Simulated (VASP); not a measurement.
# Sc (Fm-3m) in VASP: a series of runs, part 2 of 2

VASP 6.6.1. The steps go on from the part before.

**4. Relaxation of cell and atoms, RPBE**

This run uses another cell than the first one, of 25.00 Å³/atom, 0.969 times its volume.

Input file INCAR:

```
SYSTEM = Sc
PREC = Accurate
ENCUT = 600
EDIFF = 1E-6
ISMEAR = -1
SIGMA = 0.1
LREAL = .FALSE.
LASPH = .TRUE.
NELM = 100
ALGO = Normal
ISIF = 3
LWAVE = .FALSE.
LCHARG = .FALSE.
GGA = RP
IBRION = 2
NSW = 80
EDIFFG = -0.01
```

Input file KPOINTS:

```
regular mesh
0
G
  12 12 12
  0 0 0
```

Input file POSCAR:

```
Sc
1.0
    0.0000000000      2.3208600778      2.3208600778
    2.3208600778      0.0000000000      2.3208600778
    2.3208600778      2.3208600778      0.0000000000
Sc
1
Direct
    0.0000000000      0.0000000000      0.0000000000
```

Potentials or basis: VASP PAW PBE potentials, release 64 (Sc_sv).

On the command line:

```
$ cat potpaw_PBE.64/Sc_sv/POTCAR > POTCAR
$ mpirun -np 1 vasp_std > vasp.out
```

OUTCAR:

```text
SYSTEM = Sc
   PREC = Accurate
   ENCUT = 600
   EDIFF = 1E-6
   ISMEAR = -1
   LREAL = .FALSE.
   LASPH = .TRUE.
   NELM = 100
   ISIF = 3
   GGA = RP
   IBRION = 2
   NSW = 80
   EDIFFG = -0.01

 ion  position               nearest neighbor table
   1  0.000  0.000  0.000-

  LATTYP: Found a face centered cubic cell.
 ALAT       =     4.6417201556

  Lattice vectors:

 A1 = (   0.0000000000,   2.3208600778,   2.3208600778)
 A2 = (   2.3208600778,   0.0000000000,   2.3208600778)
 A3 = (   2.3208600778,   2.3208600778,   0.0000000000)

Analysis of symmetry for initial positions (statically):
=====================================================================
 Subroutine PRICEL returns:
 Original cell was already a primitive cell.

 Routine SETGRP: Setting up the symmetry group for a
 face centered cubic supercell.

 Subroutine GETGRP returns: Found 48 space group operations
 (whereof 48 operations were pure point group operations)
 out of a pool of 48 trial point group operations.

The static configuration has the point symmetry O_h .

Analysis of symmetry for dynamics (positions and initial velocities):
=====================================================================
 Subroutine PRICEL returns:
 Original cell was already a primitive cell.

 Routine SETGRP: Setting up the symmetry group for a
[... 223 lines left out ...]

 number of electron      11.0000000 magnetization

 Free energy of the ion-electron system (eV)
  ---------------------------------------------------
  ext. energy  EPLUGINS =         0.00000000
  ---------------------------------------------------
  free energy    TOTEN  =        -5.92597599 eV

  energy without entropy =       -5.85920489  energy(sigma->0) =       -5.89259044

 E-fermi :   3.5829     XC(G=0):  -9.5723

 val. band max:        3.5268523448   @ k =  -0.4167   0.3333   0.1667
 cond. band min:       3.5955158672   @ k =   0.5000   0.1667   0.0833
 fundamental gap:      0.0686635225
 Fermi energy:         3.5829226837

 k-point     1 :       0.0000    0.0000    0.0000
  band No.  band energies     occupation
      1     -46.1295      2.00000
      2     -24.5045      2.00000
      3     -24.5045      2.00000
      4     -24.5045      2.00000
      5      -1.5217      2.00000
      6       5.1130      0.00000
      7       5.1130      0.00000
      8       5.1130      0.00000
      9       6.4052      0.00000
[... 265 lines left out ...]
 k-point    24 :      -0.4167    0.1667    0.0000
  band No.  band energies     occupation
      1     -46.0777      2.00000
      2     -24.8032      2.00000
      3     -24.6079      2.00000
      4     -24.5604      2.00000
      5       2.3454      1.99999
      6       3.4394      1.61552
      7       4.5984      0.00008
      8       5.3933      0.00000
      9       7.0510      0.00000

 [... further k-points ...]

------------------------ aborting loop because EDIFF is reached ----------------------------------------

  FORCE on cell =-STRESS in cart. coord.  units (eV):
  Direction    XX          YY          ZZ          XY          YZ          ZX
  --------------------------------------------------------------------------------------
  -------------------------------------------------------------------------------------
  Total       -0.0003580     -0.0003580     -0.0003580     -0.0000000      0.0000000      0.0000000
  in kB       -0.0221987     -0.0221987     -0.0221987     -0.0000000      0.0000000      0.0000000
  external PRESSURE =      -0.0221987 kB  Pullay stress =       0.0000000 kB
[... 16 lines left out ...]
  FREE ENERGIE OF THE ION-ELECTRON SYSTEM (eV)
  ---------------------------------------------------
  free  energy   TOTEN  =        -5.9259759889 eV

  energy  without entropy=       -5.8592048920  energy(sigma->0) =       -5.89259044

 reached required accuracy - stopping structural energy minimisation
```

OSZICAR:

```text
N       E                     dE             d eps       ncg     rms          rms(c)
DAV:   1     0.799651751641E+02    0.79965E+02   -0.56909E+03  1296   0.132E+03
DAV:   2    -0.478976916360E+01   -0.84755E+02   -0.84266E+02  1298   0.345E+02
DAV:   3    -0.656571396638E+01   -0.17759E+01   -0.17356E+01  1942   0.618E+01
DAV:   4    -0.658543525496E+01   -0.19721E-01   -0.19578E-01  1917   0.546E+00
[... 18 lines left out ...]
DAV:   1    -0.592801080351E+01   -0.21037E-02   -0.57915E-02  1740   0.418E+00    0.299E-01
DAV:   2    -0.592606706713E+01    0.19437E-02   -0.64200E-03  1919   0.119E+00    0.787E-02
DAV:   3    -0.592597749607E+01    0.89571E-04   -0.40465E-04  1948   0.300E-01    0.327E-02
DAV:   4    -0.592597620228E+01    0.12938E-05   -0.20192E-05  1386   0.564E-02    0.233E-03
DAV:   5    -0.592597598892E+01    0.21336E-06   -0.41839E-07   683   0.126E-02
   3 F= -.59259760E+01 E0= -.58925904E+01  d E =-.423318E-02
```

CONTCAR:

```text
Sc
   1.00000000000000
     0.0000000000000000    2.3464036235219474    2.3464036235219474
     2.3464036235219474    0.0000000000000000    2.3464036235219474
     2.3464036235219474    2.3464036235219474    0.0000000000000000
  Sc
     1
Direct
     0.0000000000000000    0.0000000000000000    0.0000000000000000

  0.00000000E+00  0.00000000E+00  0.00000000E+00
```

It took 18 s on 1 thread of Intel Xeon 6975P-C (Granite Rapids), shared host; peak memory 0.18 GiB.

What came out:

```
Free energy                            : -5.9260 eV
Relaxed volume                         : 25.84 Å³/atom
Relaxed cell                           : a = 3.318 Å, b = 3.318 Å, c = 3.318 Å, α = 60.00°, β = 60.00°, γ = 60.00°
Space group after relaxing (to 0.05 Å) : Fm-3m (No. 225)
Energy gained by relaxing              : 4.2 meV/atom
Ionic steps                            : 3
Pressure after relaxing                : 0.0 GPa
Band gap on the k mesh                 : none (metal or under the smearing width)
```

The path:
```tsv
step	energy change (eV)	largest force (eV/Å)	pressure (GPa)	volume (Å³)
1	0.0000	0.0000	1.65	25.00
2	-0.0042	0.0000	-0.20	25.95
3	-0.0042	0.0000	0.00	25.84
```

Final structure:
```cif
data_structure
_symmetry_space_group_name_H-M 'P 1'
_symmetry_Int_Tables_number 1
_cell_length_a 3.3183
_cell_length_b 3.3183
_cell_length_c 3.3183
_cell_angle_alpha 60.000
_cell_angle_beta 60.000
_cell_angle_gamma 60.000
_cell_volume 25.84
loop_
_atom_site_label
_atom_site_type_symbol
_atom_site_fract_x
_atom_site_fract_y
_atom_site_fract_z
_atom_site_occupancy
Sc1 Sc 0.00000 0.00000 0.00000 1
```

Caveat: the PAW data sets were made with another functional, which shifts forces and pressure a little.

**5. Single point, RPBE**

This run uses another cell than the first one, of 26.84 Å³/atom, 1.040 times its volume.

Input file INCAR:

```
SYSTEM = Sc
PREC = Accurate
ENCUT = 520
EDIFF = 1E-6
ISMEAR = -1
SIGMA = 0.1
LREAL = .False.
LASPH = .True.
NELM = 80
ALGO = Normal
ISIF = 2
LWAVE = .False.
LCHARG = .True.
GGA = RP
LELF = .True.
LVHAR = .True.
NBANDS = 12
```

Input file KPOINTS:

```
Automatic mesh
0
Gamma
  13 13 13
  0 0 0
```

Input file POSCAR:

```
Sc
1.0
    0.0000000000      2.3762496930      2.3762496930
    2.3762496930      0.0000000000      2.3762496930
    2.3762496930      2.3762496930      0.0000000000
Sc
1
Direct
    0.0000000000      0.0000000000      0.0000000000
```

Potentials or basis: VASP PAW PBE potentials, release 64 (Sc_sv).

On the command line:

```
$ cat potpaw_PBE.64/Sc_sv/POTCAR > POTCAR
$ mpirun -np 1 vasp_std > vasp.out
```

OUTCAR:

```text
SYSTEM = Sc
   PREC = Accurate
   ENCUT = 520
   EDIFF = 1E-6
   ISMEAR = -1
   LREAL = .False.
   LASPH = .True.
   NELM = 80
   ISIF = 2
   GGA = RP

 ion  position               nearest neighbor table
   1  0.000  0.000  0.000-

  LATTYP: Found a face centered cubic cell.
 ALAT       =     4.7524993860

  Lattice vectors:

 A1 = (   0.0000000000,   2.3762496930,   2.3762496930)
 A2 = (   2.3762496930,   0.0000000000,   2.3762496930)
 A3 = (   2.3762496930,   2.3762496930,   0.0000000000)

Analysis of symmetry for initial positions (statically):
=====================================================================
 Subroutine PRICEL returns:
 Original cell was already a primitive cell.

 Routine SETGRP: Setting up the symmetry group for a
 face centered cubic supercell.

 Subroutine GETGRP returns: Found 48 space group operations
 (whereof 48 operations were pure point group operations)
 out of a pool of 48 trial point group operations.

The static configuration has the point symmetry O_h .

Analysis of symmetry for dynamics (positions and initial velocities):
=====================================================================
 Subroutine PRICEL returns:
 Original cell was already a primitive cell.

 Routine SETGRP: Setting up the symmetry group for a
 face centered cubic supercell.

 Subroutine GETGRP returns: Found 48 space group operations
 (whereof 48 operations were pure point group operations)
 out of a pool of 48 trial point group operations.

The dynamic configuration has the point symmetry O_h .

 Subroutine INISYM returns: Found 48 space group operations
 (whereof 48 operations are pure point group operations),
 and found     1 'primitive' translations

----------------------------------------------------------------------------------------

                                     Primitive cell

  volume of cell :      26.8353

  direct lattice vectors                    reciprocal lattice vectors
     0.000000000  2.376249693  2.376249693    -0.210415598  0.210415598  0.210415598
     2.376249693  0.000000000  2.376249693     0.210415598 -0.210415598  0.210415598
     2.376249693  2.376249693  0.000000000     0.210415598  0.210415598 -0.210415598

  length of vectors
     3.360524543  3.360524543  3.360524543     0.364450506  0.364450506  0.364450506

  position of ions in fractional coordinates (direct lattice)
     0.000000000  0.000000000  0.000000000

  ion indices of the primitive-cell ions
   primitive index   ion index
                 1           1

----------------------------------------------------------------------------------------

 KPOINTS: Automatic mesh

Automatic generation of k-mesh.
 Grid dimensions read from file:
 generate k-points for:   13   13   13

 Generating k-lattice:

  Cartesian coordinates                     Fractional coordinates (reciprocal lattice)
    -0.016185815  0.016185815  0.016185815     0.076923077  0.000000000  0.000000000
     0.016185815 -0.016185815  0.016185815     0.000000000  0.076923077  0.000000000
     0.016185815  0.016185815 -0.016185815     0.000000000  0.000000000  0.076923077

  Length of vectors
     0.028034654  0.028034654  0.028034654

  Shift w.r.t. Gamma in fractional coordinates (k-lattice)
     0.000000000  0.000000000  0.000000000

 Subroutine IBZKPT returns following result:
 ===========================================

 Found     84 irreducible k-points:

 Following reciprocal coordinates:
            Coordinates               Weight
  0.000000  0.000000  0.000000      1.000000
  0.076923  0.000000  0.000000      8.000000
  0.153846  0.000000  0.000000      8.000000
  0.230769  0.000000  0.000000      8.000000
  0.307692  0.000000  0.000000      8.000000
  0.384615  0.000000  0.000000      8.000000
[... 16 lines left out ...]
  0.384615  0.153846  0.000000     24.000000
  0.461538  0.153846  0.000000     24.000000
 [... further k-points ...]
   k-points           NKPTS =     84   k-points in BZ     NKDIM =     84   number of bands    NBANDS=     12
   number of dos      NEDOS =    301   number of ions     NIONS =      1
   total plane-waves  NPLWV =  21952
   dimension x,y,z NGX =    28 NGY =   28 NGZ =   28
   dimension x,y,z NGXF=    56 NGYF=   56 NGZF=   56
   ions per type =               1
   NGX,Y,Z   is equivalent  to a cutoff of  13.85, 13.85, 13.85 a.u.
   NGXF,Y,Z  is equivalent  to a cutoff of  27.70, 27.70, 27.70 a.u.
 SYSTEM =  Sc
   PREC   = accura    normal or accurate (medium, high low for compatibility)
   ISTART =      0    job   : 0-new  1-cont  2-samecut
   ICHARG =      2    charge: 1-file 2-atom 10-const
   ISPIN  =      1    spin polarized calculation?
   LNONCOLLINEAR =      F non collinear calculations
   LSORBIT =      F    spin-orbit coupling
   LASPH  =      T    aspherical Exc in radial PAW
   ENCUT  =  520.0 eV  38.22 Ry    6.18 a.u.   6.25  6.25  6.25*2*pi/ulx,y,z
   NELM   =     80;   NELMIN=  2; NELMDL= -5     # of ELM steps
   EDIFF  = 0.1E-05   stopping-criterion for ELM
   LREAL  =      F    real-space projection
   EDIFFG = 0.1E-04   stopping-criterion for IOM
   NSW    =      0    number of steps for IOM
   IBRION =     -1    ionic relax: 0-MD 1-quasi-New 2-CG
   NFREE  =      0    steps in history (QN), initial steepest desc. (CG)
   ISIF   =      2    stress and relaxation
   ISYM   =      2    0-nonsym 1-usesym 2-fastsym
   POTIM  = 0.5000    time-step for ionic-motion
   TEBEG  =    0.0;   TEEND  =   0.0 temperature during run
   PSTRESS=    0.0 pullay stress
   NELECT =      11.0000    total number of electrons
   NUPDOWN=      -1.0000    fix difference up-down
   EMIN   =  10.00;   EMAX   =-10.00  energy-range for DOS
   EFERMI =   0.00;   METHOD = LEGACY
   ISMEAR =    -1;   SIGMA  =   0.10  broadening in eV -4-tet -1-fermi 0-gaus
   EFERMI_NEDOS =   21; number of points for ismear=-14 and -15
   IALGO  =     38    algorithm
   IMIX   =      4    mixing-type and parameters
     AMIX     =   0.40;   BMIX     =  1.00
     AMIX_MAG =   1.60;   BMIX_MAG =  1.00
  volume/ion in A,a.u.               =      26.84       181.09
  Fermi-wavevector in a.u.,A,eV,Ry     =   1.216103  2.298101 20.121741  1.478906
  Thomas-Fermi vector in A             =   2.351468
   LORBIT       =      0    0 simple, 1 ext, 2 COOP (PROOUT), +10 PAW based schemes
   GGA     = RP    functional components
   LHFCALC =     F    Hartree Fock is set to
   AEXX    =    0.0000 exact exchange contribution
   IVDW    =     0    specifies the selected vdW correction
   LEPSILON=     F    determine dielectric tensor
   LRPA    =     F    only Hartree local field effects (RPA)
 non-spin polarized calculation
  energy-cutoff  :      520.00
  volume of cell :       26.84
 maximum number of plane-waves:       739
 NGX is ok and might be reduce to    28
   NGX = 13   NGY = 13   NGZ = 13

 number of electron      11.0000002 magnetization

 Free energy of the ion-electron system (eV)
  ---------------------------------------------------
  ext. energy  EPLUGINS =         0.00000000
  ---------------------------------------------------
  free energy    TOTEN  =        -5.92013968 eV

  energy without entropy =       -5.85057235  energy(sigma->0) =       -5.88535601

 E-fermi :   3.3693     XC(G=0):  -9.4254

 val. band max:        3.3606711670   @ k =  -0.4615   0.0769   0.0000
 cond. band min:       3.3777513929   @ k =  -0.3077   0.2308   0.0769
 fundamental gap:      0.0170802259
 Fermi energy:         3.3692504191

 k-point     1 :       0.0000    0.0000    0.0000
  band No.  band energies     occupation
      1     -46.4483      2.00000
      2     -24.8384      2.00000
      3     -24.8384      2.00000
      4     -24.8384      2.00000
      5      -1.6558      2.00000
      6       4.8453      0.00000
      7       4.8453      0.00000
      8       4.8453      0.00000
      9       6.0722      0.00000
     10       6.0722      0.00000
     11      15.3645      0.00000
     12      18.4559      0.00000
[... 331 lines left out ...]
 k-point    24 :       0.4615    0.1538    0.0000
  band No.  band energies     occupation
      1     -46.4075      2.00000
      2     -25.0898      2.00000
      3     -24.9084      2.00000
      4     -24.8920      2.00000
      5       1.6967      2.00000
      6       3.3244      1.22037
      7       4.4537      0.00004
      8       5.1440      0.00000
      9       6.8792      0.00000
     10       6.9463      0.00000
     11       9.9878      0.00000
     12      14.6076      0.00000

 [... further k-points ...]

------------------------ aborting loop because EDIFF is reached ----------------------------------------

  FORCE on cell =-STRESS in cart. coord.  units (eV):
  Direction    XX          YY          ZZ          XY          YZ          ZX
  --------------------------------------------------------------------------------------
  -------------------------------------------------------------------------------------
  Total       -0.2934258     -0.2934258     -0.2934258     -0.0000000      0.0000000      0.0000000
  in kB      -17.5187288    -17.5187288    -17.5187288     -0.0000000      0.0000000      0.0000000
  external PRESSURE =     -17.5187288 kB  Pullay stress =       0.0000000 kB

 VOLUME and BASIS-vectors are now :
 -----------------------------------------------------------------------------
  energy-cutoff  :      520.00
  volume of cell :       26.84
      direct lattice vectors                 reciprocal lattice vectors
     0.000000000  2.376249693  2.376249693    -0.210415598  0.210415598  0.210415598
     2.376249693  0.000000000  2.376249693     0.210415598 -0.210415598  0.210415598
     2.376249693  2.376249693  0.000000000     0.210415598  0.210415598 -0.210415598

 POSITION                                       TOTAL-FORCE (eV/Angst)
 -----------------------------------------------------------------------------------
      0.00000      0.00000      0.00000         0.000000     -0.000000      0.000000
 -----------------------------------------------------------------------------------
    total drift:                               -0.000000     -0.000000     -0.000000

  FREE ENERGIE OF THE ION-ELECTRON SYSTEM (eV)
  ---------------------------------------------------
  free  energy   TOTEN  =        -5.9201396772 eV

  energy  without entropy=       -5.8505723469  energy(sigma->0) =       -5.88535601
```

OSZICAR:

```text
N       E                     dE             d eps       ncg     rms          rms(c)
DAV:   1     0.745181153360E+02    0.74518E+02   -0.50235E+03  2024   0.873E+02
DAV:   2    -0.510727910517E+01   -0.79625E+02   -0.78088E+02  2016   0.281E+02
DAV:   3    -0.662247160359E+01   -0.15152E+01   -0.14876E+01  2752   0.504E+01
DAV:   4    -0.664679749134E+01   -0.24326E-01   -0.24311E-01  2492   0.514E+00
DAV:   5    -0.664724621514E+01   -0.44872E-03   -0.44872E-03  2776   0.654E-01    0.492E+00
DAV:   6    -0.600143117581E+01    0.64582E+00   -0.10013E+00  3036   0.141E+01    0.146E+00
DAV:   7    -0.592416178738E+01    0.77269E-01   -0.20228E-01  3172   0.610E+00    0.683E-01
DAV:   8    -0.592147448006E+01    0.26873E-02   -0.22609E-02  2972   0.214E+00    0.215E-01
DAV:   9    -0.592015113583E+01    0.13233E-02   -0.48482E-03  3036   0.980E-01    0.382E-02
DAV:  10    -0.592014339433E+01    0.77415E-05   -0.15596E-04  3140   0.149E-01    0.131E-02
DAV:  11    -0.592013939827E+01    0.39961E-05   -0.13703E-05  3120   0.520E-02    0.117E-03
DAV:  12    -0.592013967720E+01   -0.27893E-06   -0.80721E-08  1260   0.346E-03
   1 F= -.59201397E+01 E0= -.58853560E+01  d E =-.695673E-01
```

Run time: 14 s. Hardware: 1 thread of Intel Xeon 6975P-C (Granite Rapids), shared host; peak memory 0.17 GiB.

Results:

| Quantity | Value |
| --- | --- |
| Free energy | -5.9201 eV |
| Pressure | -1.8 GPa |
| Band gap on the k mesh | none (metal or under the smearing width) |

Levels at points of the mesh, in eV from the Fermi level:
| k point | band 2 | band 3 | band 4 | band 5 | band 6 | band 7 | band 8 | band 9 |
| --- | --- | --- | --- | --- | --- | --- | --- | --- |
| (0.00, 0.00, 0.00) | -28.21 | -28.21 | -28.21 | -5.03 | 1.48 | 1.48 | 1.48 | 2.70 |

Caveat: the PAW data sets were made with another functional, which shifts forces and pressure a little.

**6. The runs side by side**

| task | cell | k mesh | cutoff (eV) | gap on the mesh (eV) | pressure (GPa) |
| --- | --- | --- | --- | --- | --- |
| single point | Fm-3m, 25.8 Å³/atom | 19 × 19 × 19 | 520 | none | 0.0 |
| single point | Fm-3m, 25.8 Å³/atom | 12 × 12 × 12 | 520 | none | 0.0 |
| relaxation of cell and atoms | relaxed | 12 × 12 × 12 | 600 | none | 0.0 |
| single point | Fm-3m, 26.84 Å³/atom | 13 × 13 × 13 | 520 | none | -1.8 |

Alike in all rows: level RPBE; potentials or basis VASP PAW PBE potentials, release 64 (Sc_sv); no spin polarisation; smearing fermi-dirac 0.1 eV.

Every run on the cell as given and a fine mesh finds a metal.

Caveats: the PAW data sets were made with another functional, which shifts forces and pressure a little.

Absolute energies hang on the potentials; compare differences alone.
